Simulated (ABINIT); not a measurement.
CuO in ABINIT: convergence with k mesh

CuO:

```
CELL_PARAMETERS angstrom
2.34465 -1.71340 0.00000
2.34465 1.71340 0.00000
-0.86055 0.00000 5.05944
ATOMIC_POSITIONS crystal
Cu 0.00320 0.49680 0.00000
Cu 0.49680 0.00320 0.50000
O 0.57140 0.40560 0.25370
O 0.40560 0.57140 0.75370
```

```yaml
Program: ABINIT 10.8.3 (patched build)
Task: single point
Functional: RPBE
Potentials_or_basis: PseudoDojo NC SR PBE v0.5 standard
Cutoff: 1252 eV
k_mesh: 1 × 1 × 1
Occupations: gaussian, width 0.05 eV
Spin: no spin polarisation
```

These are the settings of the first run; the series varies k mesh, with any setting tied to it.

Hardware: Arm Neoverse V2, with other jobs on the host.

```
   k mesh  energy less the tightest run, at zero smearing (meV/atom)  pressure (GPa)  largest force (eV/Å)  gap on the mesh (eV)  SCF cycles  CPU time (s)
1 × 1 × 1                                                     962.48           10.43                 1.629                 0.253          15           4.6
2 × 2 × 1                                                     263.40           15.39                 0.599                     -          15            14
3 × 3 × 1                                                      50.93           11.42                 0.689                 0.167          14            29
4 × 4 × 2                                                      -6.48           10.90                 0.796                 0.000          14            83
5 × 5 × 3                                                       2.89           11.09                 0.766                 0.000          14           140
6 × 6 × 3                                                       5.71           11.14                 0.761                 0.000          14           200
8 × 8 × 4                                                       0.69           11.09                 0.785                 0.000          14           430
9 × 9 × 4                                                       0.00           11.06                 0.790                 0.000          14           530
```

Against the tightest run, the energy stays within 1 meV/atom from 8 × 8 × 4 on; the pressure stays within 0.1 GPa from 5 × 5 × 3 on; the gap on the mesh stays within 0.01 eV from 4 × 4 × 2 on. Not settled before the last step: the largest force (to 0.005 eV/Å). Meshes of other sizes hit other points, so gaps and Fermi surfaces needn't settle smoothly. The tightest run that finished is the yardstick and may itself not be fully converged.

Caveat, for the tightest run too: the potentials were made for another functional, which shifts forces and pressure; the run has no spin polarisation, though such a crystal can be magnetic; semilocal functionals often make such compounds metallic where correlation or magnetic order opens a gap, which also shifts bond lengths.
